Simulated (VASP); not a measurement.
**PtS2: single point with PBE**

The system is PtS2.

```
Pt S
1.0
     3.54320    0.00000    0.00000
    -1.77160    3.06850    0.00000
     0.00000    0.00000    5.03880
Pt S
1 2
Cartesian
  0.0000 0.0000 0.0000
  1.7716 1.0228 3.8950
  0.0000 2.0457 1.1438
```

```json
{
  "Program": "VASP 6.6.1",
  "Task": "single point",
  "Functional": "PBE",
  "Potentials or basis": "VASP PAW PBE potentials, release 64 (Pt, S)",
  "Cutoff": "520 eV",
  "k mesh": "9 × 9 × 5",
  "Occupations": "gaussian, width 0.013 eV",
  "Spin": "no spin polarisation",
  "Further INCAR settings": "ALGO = Normal; EDIFF = 1e-07"
}
```

| Quantity | Value |
| --- | --- |
| Pressure | 11.1 GPa |
| Largest force | 1.213 eV/Å |
| Band gap on the k mesh | 1.03 eV, indirect (least direct gap 1.08 eV) |

Forces on the atoms (eV/Å):
```
Pt   0.000  0.000  0.000
S    0.000  0.000 -1.213
S    0.000  0.000  1.213
```

Stress tensor (GPa, compression positive):
```
11.57  0.00  0.00
 0.00 11.57  0.00
 0.00  0.00 10.09
```

Levels at points of the mesh, in eV from the valence-band top:
```
           k point  band 8  band 9  band 10  band 11  band 12  band 13  band 14  band 15
(0.00, 0.00, 0.00)   -1.79   -1.14    -1.14    -0.12     2.46     2.46     4.80     5.78
```

It took 29 s on 1 thread of Intel(R) Xeon(R) Platinum 8488C (Sapphire Rapids), on a shared host, peak memory 0.2 GiB.

Caveat: spin-orbit coupling is left out, which moves the levels of the heavy elements; an odd mesh through Γ misses points on the zone boundary, where band edges often lie; forces of over 1 eV/Å show positions far from the minimum, so gaps and moduli don't describe the material at rest.
